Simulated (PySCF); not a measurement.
Molecule: urea (SMILES NC(N)=O).

Numbering as in the mapped SMILES `[NH2:1][C:2]([NH2:3])=[O:4]` (H(Xn): hydrogen on atom n).

Geometry PBE0-D3(BJ)/def2-SVP throughout; GIAO in PySCF 2.14, gas phase, one conformer, non-relativistic; equivalent atoms averaged; functional PBE0.

**Question.** How do the absolute shieldings σ depend on the basis set? (ppm; last column core-seconds on shared hosts with different chips, so compare them loosely)

**Answer.** 
```tsv
basis set	functions	N1/N3	C2	O4	H(N1)/H(N3)	core-s
STO-3G	24	251.9	134.1	36.8	29.70	1.3
6-31G	44	190.3	53.1	10.7	29.83	2.6
pcSseg-0	44	183.5	27.3	-22.7	30.23	3.8
6-31G*	64	191.3	51.1	38.1	29.34	3.3
def2-SVP	76	193.3	45.7	33.7	28.57	3.5
cc-pVDZ	76	195.8	49.4	33.1	28.57	6.1
pcSseg-1	88	182.0	30.9	30.9	28.02	8.5
aug-cc-pVDZ	128	192.0	41.9	34.3	27.86	10
6-311+G(2d,p)	132	178.6	28.4	10.8	28.24	6.3
def2-TZVP	148	181.5	27.3	9.0	28.27	7.7
cc-pVTZ	176	181.8	29.0	10.0	27.97	16
IGLO-III	180	175.3	21.8	2.2	27.91	15
pcSseg-2	200	179.8	25.9	33.6	27.54	16
```

**Question.** Which nucleus moves most, in ppm?

**Answer.** C2 (urea carbonyl carbon): from 21.8 ppm with IGLO-III to 134.1 ppm with STO-3G. The smallest spread is 2.68 ppm, at H(N1)/H(N3). Proton shifts span only some 12 ppm, so a few tenths of a ppm matter as much there as several ppm in carbon.

**Question.** Taking the largest basis, pcSseg-2 (200 functions), as the yardstick, rank the others by their worst heavy-atom deviation.

**Answer.** pcSseg-1 5.0 ppm (88 functions), aug-cc-pVDZ 16.0 ppm (128 functions), def2-SVP 19.8 ppm (76 functions), 6-311+G(2d,p) 22.8 ppm (132 functions), cc-pVDZ 23.5 ppm (76 functions), cc-pVTZ 23.6 ppm (176 functions), def2-TZVP 24.6 ppm (148 functions), 6-31G* 25.2 ppm (64 functions), 6-31G 27.2 ppm (44 functions), IGLO-III 31.4 ppm (180 functions), pcSseg-0 56.2 ppm (44 functions), STO-3G 108.2 ppm (24 functions).

A small basis that lands close on one nucleus may do so by chance; judge by the trend and by all nuclei.
